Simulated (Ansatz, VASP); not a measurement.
**Al: VASP beside Ansatz**

```
CELL_PARAMETERS angstrom
-1.64342 1.64342 1.52509
1.64342 -1.64342 1.52509
1.64342 1.64342 -1.52509
ATOMIC_POSITIONS crystal
Al 0.00000 0.00000 0.00000
```

Alike in both runs: task single point; functional PBE; k mesh 22 × 22 × 22; occupations gaussian, width 0.15 eV; no spin polarisation.

|  | VASP | Ansatz |
| --- | --- | --- |
| version | VASP 6.6.1 | Ansatz 0.2.0 |
| potentials or method | VASP PAW PBE potentials, release 64 (Al) | scalar-relativistic, plane waves, PAW |
| plane-wave cutoff (eV) | 520 | 420 |
| valence electrons in the cell | 3 | 3 |

|  | VASP | Ansatz | Ansatz less VASP |
| --- | --- | --- | --- |
| gap on the k mesh at the Fermi level (eV) | none | none | - |
| pressure (GPa) | 1.9 | 1.9 | +0.02 |
| largest component of the traceless stress (GPa) | 1.28 | 1.27 | -0.009 |

A gap of «none» marks a metal or a gap that the smearing closes.
